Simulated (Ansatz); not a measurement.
**Ca in Ansatz: the effect of target pressure**

Crystal: Ca.

```
Ca
1.0
    -2.09649    2.10173    2.44535
     2.09649   -2.10173    2.44535
     2.09649    2.10173   -2.44535
Ca
1
Direct
  0.50000 0.50000 0.00000
```

This isn't the form of Ca at room conditions, which is fcc.

Alike in all runs:

- Program: Ansatz 0.2.0
- Task: relaxation of cell and atoms
- Functional: PBEsol
- Potentials or basis: Ansatz PAW
- Cutoff: 420 eV (not typed: the program's choice for these potentials)
- k mesh: 9 × 9 × 9
- Occupations: fermi-dirac, width 0.05 eV
- Spin: no spin polarisation

Each run relaxes the cell or the atoms first.

```csv
target pressure,relaxed volume (Å³/atom)
0 GPa,40.60
2 GPa,36.82
5 GPa,32.84
10 GPa,28.63
20 GPa,24.00
30 GPa,?
```

Question: What does the run with target pressure 30 GPa give?

Answer: Relaxed volume 21.07 Å³/atom.

Worked out: In Murnaghan's law V^(-B') rises as a straight line in P. The other rows fit best with B' = 2.6, V0 = 40.56 Å³/atom and B0 = 18 GPa, which gives 21.23 Å³/atom at 30 GPa, against the run's 21.07.

Caveats: the plane-wave basis is chosen anew once the cell has moved, so the energies of steps on either side of that aren't comparable; the PAW data sets come from PBE, with cores solved anew for the run's functional, which leaves a small shift of forces and pressure; the volume moved by over 15 % at a fixed basis, so the end points are rough (some runs).
